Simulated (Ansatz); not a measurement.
Basis-set extrapolation for methyl methacrylate (PBE0-D4/def2-TZVP geometry, frozen core, the Gaussian-basis code of Ansatz). Multiplicity 1, RHF reference.

```tsv
	def2-TZVPP	def2-QZVPP
HF	-343.855950	-343.871376
MP2 correlation	-1.284214	-1.373920
CCSD(T) correlation	-1.381316	not run
```

Energies in hartree. Use E(X) = E(∞) + A·exp(−7.88·√X) for Hartree–Fock and E(X) = E(∞) + B·X^(−2.97) for correlation, with X = 3 and 4, and add CCSD(T) minus MP2 of the smaller set to the MP2 limit.

Q: What is the CCSD(T) energy at the basis-set limit?

A: HF limit: -343.871376 + (-0.015426) × 0.13774 = -343.87350. MP2 limit: -1.373920 + (-0.089706) × 0.74074 = -1.44037. Higher-order term: -1.381316 − (-1.284214) = -0.09710. Total: -345.41097 hartree, 456.1 kJ/mol below CCSD(T)/def2-TZVPP.
